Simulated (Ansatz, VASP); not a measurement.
One calculation of Se, two programs

File INCAR:

```
SYSTEM = Se
ALGO = Normal
EDIFF = 1E-8
ENCUT = 520
GGA = CA
ISIF = 2
ISMEAR = -1
LASPH = .TRUE.
LCHARG = .FALSE.
LEFG = .TRUE.
LREAL = .FALSE.
LWAVE = .FALSE.
NBANDS = 16
NELM = 80
PREC = Accurate
SIGMA = 0.03
```

The input KPOINTS:

```
k-points
0
G
  6 6 5
  0 0 0
```

POSCAR

```
Se
1.0
    4.3661999489      0.0000000000      0.0000000000
   -2.1830999745      3.7812400738      0.0000000000
    0.0000000000      0.0000000000      4.8545280000
Se
3
Direct
    0.2254000000      0.0000000000      0.3333333333
    0.0000000000      0.2254000000      0.6666666667
    0.7746000000      0.7746000000      0.0000000000
```

Input for Ansatz:

```yaml
crystal:
  lattice:
    - [4.3661999489, 0.0, 0.0]
    - [-2.1830999745, 3.7812400738, 0.0]
    - [0.0, 0.0, 4.854528]
  atoms:
    - { symbol: Se, position: [0.2254, 0.0, 0.3333333333] }
    - { symbol: Se, position: [0.0, 0.2254, 0.6666666667] }
    - { symbol: Se, position: [0.7746, 0.7746, 0.0] }
kpoints:
  mp_grid: { grid: [6, 6, 5] }
scf:
  occupations: { method: fermi_dirac, width: 0.03 }
hamiltonian:
  xc: lda
  pseudopotentials: { kind: paw }
output:
  forces: true
  stress: true
  eigenvalues: true
  efg: { contact_densities: true }
```

Change from the starting cell: zz strain of -2 %, PAW files.

Alike in both runs: task electric field gradients; functional LDA; k mesh 6 × 6 × 5; occupations fermi-dirac, width 0.03 eV; no spin polarisation.

```csv
,VASP,Ansatz
version,VASP 6.6.1,Ansatz 0.2.0
potentials or method,"VASP PAW LDA potentials, release 64 (Se)","PAW with Ansatz's default frozen-core files, scalar-relativistic"
plane-wave cutoff (eV),520,420
valence electrons in the cell,18,48
```

Ansatz gave:

```
gap on the k mesh at the Fermi level (eV)                      : 1.14
pressure (GPa)                                                 : 0.3
largest component of the traceless stress (GPa)                : 1.86
rms of the force components (eV/Å)                             : 0.261
Vzz of the field gradient on the site that differs most (V/Å²) : -506.8
```

**Question.** Estimate VASP's values.

**Answer.** gap on the k mesh at the Fermi level (eV): 1.14; pressure (GPa): 0.6; largest component of the traceless stress (GPa): 1.95; rms of the force components (eV/Å): 0.294; Vzz of the field gradient on the site that differs most (V/Å²): -492.1.

Atom by atom the forces differ by 0.033 eV/Å (rms over components). The two sets of potentials don't hold the same shells in valence.

Caveats: an odd mesh through Γ misses points on the zone boundary, where band edges often lie.
